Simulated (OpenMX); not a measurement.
F under changes of volume

One of the cells (16.377 Å³/atom); the others are scaled copies at fixed shape and fractional positions:

```
CELL_PARAMETERS angstrom
2.76821 -1.65086 0.00000
2.76821 1.65086 0.00000
-1.54618 0.00000 7.16717
ATOMIC_POSITIONS crystal
F 0.49500 0.49500 0.40000
F 0.50500 0.50500 0.60000
F 0.94960 0.94960 0.90040
F 0.05040 0.05040 0.09960
```

- Program: OpenMX 3.8.5
- Functional: PBE
- Potentials or basis: OpenMX 2013 PBE set, F6.0-s2p2d1, fixed grid of 32 × 32 × 80 points
- k mesh: 9 × 9 × 5
- Occupations: fermi-dirac, width 0.05 eV
- Spin: no spin polarisation

```tsv
volume (Å³/atom)	energy over the lowest point (meV/atom)	gap on the mesh (eV)	largest force (eV/Å)
15.092	9.50	2.40	1.290
15.413	4.46	2.31	0.934
15.735	1.31	2.23	0.601
16.377	0.00	2.07	0.183
16.698	?	?	?
17.019	4.33	1.93	0.674
```

What does the run at 16.698 Å³/atom give?

Energy over the lowest point 1.53 meV/atom; gap on the mesh 2.00 eV; largest force 0.430 eV/Å.

Worked out: A Birch-Murnaghan fit of order 3 (a polynomial in V^(-2/3)) to the other rows has its minimum at 16.19 Å³/atom with B0 = V·E''(V) = 37 GPa and B' = 4.0 at fixed shape and positions, which overstates the stiffness. It gives 1.53 meV/atom at 16.698 Å³/atom, against the run's 1.53. A straight line through the other rows of the gap, of slope -3.91 eV per unit of ln V (its deformation potential), gives 2.00 eV, against the run's 2.00.

Energies are extrapolated to zero smearing.

Caveats: an odd mesh through Γ misses points on the zone boundary, where band edges often lie; the basis of atomic orbitals isn't converged, which shifts pressures, moduli and gaps; forces of over 1 eV/Å show positions far from the minimum, so gaps and moduli don't describe the material at rest (some runs).
